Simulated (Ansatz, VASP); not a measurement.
**BN: VASP beside Ansatz**

```xyz
2
Lattice="1.2511 0.7223 3.3729 -1.2511 0.7223 3.3729 0.0000 -1.4447 3.3729" Properties=species:S:1:pos:R:3 pbc="T T T"
N     0.0000    0.0000    6.7517
B     0.0000    0.0000    0.0033
```

The cell is a database's computed one.

Alike in both runs: task single point; functional PBE; k mesh 12 × 12 × 12; occupations gaussian, width 0.03 eV; no spin polarisation.

```csv
,VASP,Ansatz
version,VASP 6.6.1,Ansatz 0.2.0
potentials or method,"VASP PAW PBE potentials, release 64 (N, B)",Ansatz PAW
plane-wave cutoff (eV),520,420
valence electrons in the cell,8,8
```

Ansatz gave:

| Item | Value |
| --- | --- |
| gap on the k mesh at the Fermi level (eV) | 4.29 |
| least direct gap on the mesh (eV) | 4.70 |
| pressure (GPa) | 3.6 |
| largest component of the traceless stress (GPa) | 1.20 |

Question: Which values does VASP return?

Answer: gap on the k mesh at the Fermi level (eV): 4.28; least direct gap on the mesh (eV): 4.70; pressure (GPa): 3.6; largest component of the traceless stress (GPa): 1.40.

Caveats: the pressure holds a Pulay correction of +0.6 GPa for the finite cutoff (Ansatz). A k mesh can miss the band edges. Expect the measured gap to be larger: semilocal functionals such as PBE lack the derivative discontinuity.
